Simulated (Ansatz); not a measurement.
Rows from a G0W0 calculation on Te2Mo (layers cut from the bulk crystal) (Ansatz 0.2.0; G0W0 on PBEsol, plane waves, PAW; PAW set soft_1; 6×6×1 mesh, 777 empty bands, screening to 70 eV, PAW set soft_1 files), in eV. Spin-orbit coupling is left out.

```
row                      k  band   start       Σx  Σc at the solution      Vxc
  A                      Γ    c1  -1.624  -12.697              -3.876  -17.036
  B  (0.167, 0.167, 0.000)    v1  -5.313  -19.059               0.993  -18.300
  C                      Γ    v1  -4.579  -18.484               0.388  -18.333
  D                      Γ    v2  -4.582  -17.375               0.648  -16.818
  E  (0.167, 0.167, 0.000)    c2  -3.622  -13.450              -3.429  -17.390
  F  (0.167, 0.167, 0.000)    c1  -3.905  -13.425              -3.254  -17.139
```

**Question.** Give the quasiparticle energies and the shift of each level.

The quasiparticle equation reads E = start + Σx + Σc(E) − Vxc.

```
row  E (eV)  shift (eV)
  A  -1.162      +0.462
  B  -5.079      +0.234
  C  -4.342      +0.237
  D  -4.490      +0.092
  E  -3.111      +0.511
  F  -3.445      +0.460
```

The gap over the computed points goes from 0.67 eV to 0.90 eV.

Limits: not at the basis limit; coarse mesh for a sheet; no spin-orbit coupling.

[Paths, hosts, dates, memory and timing lines, banners, echoed tables and standing remarks are left out of the program output.]

[Logs are printed without paths, hosts, clocks, repeated set-up lines and the standing remarks that a program may print on its own settings, such as how far it seeks lower states.]

[Runs of the session that timed out or met a known fault of the program may be left out.]

[Cells called generated may have been cut or substituted from an entry of the Crystallography Open Database or the Materials Project.]

[Hosts, paths, dates, database ids (printed as entryN), source tags and the programs' standing remarks are cut or masked in the printed files.]
